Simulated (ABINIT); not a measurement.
Set up this calculation in ABINIT 10.8.3 (patched build), as the native input.

| Property | Result |
| --- | --- |
| Task | band structure |
| Functional | r2SCAN |
| Potentials or basis | PseudoDojo NC SR PBE v0.4.1 standard |
| Cutoff | 925 eV |
| k mesh | 9 × 9 × 9 |
| Occupations | fermi-dirac, width 0.05 eV |
| Spin | no spin polarisation |

Crystal: Pb.

```xyz
1
Lattice="0.0000 2.4750 2.4750 2.4750 0.0000 2.4750 2.4750 2.4750 0.0000" Properties=species:S:1:pos:R:3 pbc="T T T"
Pb    0.0000    0.0000    0.0000
```

One way to write it, as run:

run.abi

```
ndtset 2

pp_dirpath "./"
pseudos "Pb.upf"

acell 3.5002068511 3.5002068511 3.5002068511 Angstrom
rprim
     0.0000000000     0.7071067812     0.7071067812
     0.7071067812     0.0000000000     0.7071067812
     0.7071067812     0.7071067812     0.0000000000
ntypat 1
znucl 82
natom 1
typat 1
xred
     0.0000000000     0.0000000000     0.0000000000

ecut 34.0

ixc -497498
usekden 1
nc_xccc_gspace 1
boxcutmin 3.0

occopt 3
tsmear 0.05 eV

nstep 100

iomode 3
prtwf 0
prteig 0
prtebands 0
enunit 1
prtden1 1
prtkden1 1

kptopt1 1
ngkpt1 9 9 9
nshiftk1 1
shiftk1 0.0 0.0 0.0
nband1 11
tolvrs1 1.0e-9

iscf2 -2
getden2 1
getkden2 1
nband2 17
nbdbuf2 4
tolwfr2 1.0e-11
kptopt2 -9
ndivsm2 8
prteig2 1
kptbounds2
     0.0000000000     0.0000000000     0.0000000000
     0.5000000000     0.0000000000     0.5000000000
     0.5000000000     0.2500000000     0.7500000000
     0.3750000000     0.3750000000     0.7500000000
     0.0000000000     0.0000000000     0.0000000000
     0.5000000000     0.5000000000     0.5000000000
     0.6250000000     0.2500000000     0.6250000000
     0.5000000000     0.2500000000     0.7500000000
     0.5000000000     0.5000000000     0.5000000000
     0.3750000000     0.3750000000     0.7500000000
```

Potentials or basis: PseudoDojo NC SR PBE v0.4.1 standard.

The run is started by

```sh
$ mpirun --bind-to none -np 4 abinit run.abi > log 2>&1
```

Results of the run:

- Pressure: 0.3 GPa
- Band gap on the k mesh: none (metal or under the smearing width)
- Valence electrons inside the program's atomic spheres: Pb 10.10 (radii [1.0584] Å)

Caveat: a meta-GGA on potentials with a model core is unreliable; the potentials were made for another functional, which shifts forces and pressure; spin-orbit coupling is left out, which moves the levels of the heavy elements.

Run time: 3.5 min on 4 MPI ranks on Arm Neoverse V2, on a shared host, peak memory 0.48 GiB a rank.
